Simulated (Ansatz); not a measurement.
Wanted: the native input for an Ansatz 0.2.0 run.

```yaml
Task: density of states
Functional: PBE0
Potentials_or_basis: Ansatz PAW
Cutoff: "420 eV (not typed: the program's choice for these potentials)"
k_mesh: 6 × 6 × 5
Occupations: fermi-dirac, width 0.05 eV
Spin: spin-orbit coupling, no magnetisation
```

The system is Ge.

```xyz
1
Lattice="1.3971 -2.6005 0.0000 1.3971 2.6005 0.0000 0.0000 0.0000 2.6982" Properties=species:S:1:pos:R:3 pbc="T T T"
Ge    1.3971    0.0000    0.0000
```

This isn't the form of Ge at room conditions, which is diamond.

The input as run:

input.yaml

```yaml
crystal:
  lattice:
    - [1.397149, -2.600516, 0.0]
    - [1.397149, 2.600516, 0.0]
    - [0.0, 0.0, 2.698231]
  atoms:
    - { symbol: Ge, position: [0.5, 0.5, 0.0] }
hamiltonian:
  xc: pbe0
  pseudopotentials: { kind: paw_fr }
magnetization:
  noncollinear: true
  spin_orbit: true
kpoints:
  mp_grid: { grid: [6, 6, 5] }
scf:
  occupations: { method: fermi_dirac, width: 0.05 }
  n_extra_bands: 6
output:
  forces: true
  stress: true
  eigenvalues: true
  dos: { projected: false, de: 0.05 }
```

Potentials or basis: Ansatz PAW.

Command:

```sh
$ ansatz run input.yaml --threads 2 --pin off --max-ram 5632MiB --backend cpu --events-out ev --progress --plain --runs-dir out
```

It gave:

```
Pressure                             : -0.7 GPa
Band gap on the k mesh               : none (metal or under the smearing width)
Density of states at the Fermi level : 0.33 states/eV per cell
```

Caveat: the k mesh is coarse (spacing up to 0.47 Å⁻¹), so the values aren't converged, least of all with exact exchange; the PAW data sets come from PBE, with cores solved anew for the run's functional, which leaves a small shift of forces and pressure; the density of states is complete only up to the lowest level of the last band computed; the thresholds are loose for stress.

Wall time 63 s on 2 threads of Intel(R) Xeon(R) Platinum 8488C (Sapphire Rapids), on a shared host, peak memory 0.96 GiB.
